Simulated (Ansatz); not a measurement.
Runs of Ansatz 0.2.0 on Sn. Symmetry: Immm, No. 71, orthorhombic system. The conventional cell has a = 3.453 Å, b = 3.551 Å, c = 4.677 Å, α = 90.00°, β = 90.00°, γ = 90.00°. Sn (site symmetry mmm) is surrounded by 12 Sn at 3.41 to 3.55 Å. This isn't the form of Sn at room conditions, which is tetragonal (white tin).

```tsv
task	level	potentials or basis	spin	cell	cutoff (eV)	smearing	basis error allowed	pressure (GPa)	relaxed volume (Å³/atom)
band structure	PBEsol	all-electron LAPW, relativistic spinors	SOC, no magnetisation	the cell as VASP's run set it	155	methfessel-paxton 0.1 eV	0.001 eV/atom	-3.6	-
relaxation of cell and atoms	LDA	all-electron LAPW, scalar-relativistic	off	relaxed	-	fermi-dirac 0.05 eV	0.001 eV/atom	0.0	25.90
band structure	PBEsol	all-electron LAPW, non-relativistic	off	as given	154	fermi-dirac 0.05 eV	0.001 eV/atom	-3.5	-
relaxation of cell and atoms	BLYP+D3(BJ)	all-electron LAPW, scalar-relativistic	off	relaxed	-	fermi-dirac 0.05 eV	0.001 eV/atom	0.0	27.64
relaxation of cell and atoms	BLYP+D4	all-electron LAPW, scalar-relativistic	off	relaxed	-	fermi-dirac 0.05 eV	0.001 eV/atom	0.0	(a)
band structure	PBEsol	all-electron LAPW, scalar-relativistic	off	as given	155	fermi-dirac 0.05 eV	0.001 eV/atom	-3.6	-
band structure	PBEsol	all-electron LAPW, inner shells corrected to Dirac's equation	off	as given	155	fermi-dirac 0.05 eV	0.001 eV/atom	-3.6	-
band structure	PBEsol	all-electron PAW datasets made for the crystal	off	as given	240	fermi-dirac 0.05 eV	-	-3.6	-
```

Alike in all rows: k mesh 11 × 11 × 11.

Estimate the missing entries.

(a) 28.14.

Caveats: relativity is left out, which matters for the heavier elements (some runs).

Not every run made on this cell is shown here.
